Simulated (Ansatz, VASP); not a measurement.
SiO2 in VASP and in Ansatz

```xyz
3
Lattice="0.0000 2.2721 2.2721 2.2721 0.0000 2.2721 2.2721 2.2721 0.0000" Properties=species:S:1:pos:R:3 pbc="T T T"
Si    0.0000    0.0000    0.0000
O     1.1360    1.1360    1.1360
O     3.4081    3.4081    3.4081
```

Change from the starting cell: hydrostatic strain +0.3%.

Alike in both runs: task single point; functional r2SCAN; k mesh 10 × 10 × 10; no spin polarisation.

|  | VASP | Ansatz |
| --- | --- | --- |
| version | VASP 6.6.1 | Ansatz 0.2.0 |
| potentials or method | VASP PAW PBE potentials, release 64 (Si, O) | plane waves, PAW |
| plane-wave cutoff (eV) | 520 | 500 |
| occupations | gaussian, width 0.01 eV | fixed |
| valence electrons in the cell | 16 | 16 |

```tsv
	VASP	Ansatz	Ansatz less VASP
gap on the k mesh at the Fermi level (eV)	2.66	2.70	+0.034
pressure (GPa)	-2.6	-3.1	-0.52
```

Caveats: the PAW data sets were made with another functional, which shifts forces and pressure a little (VASP). A k mesh can miss the band edges.
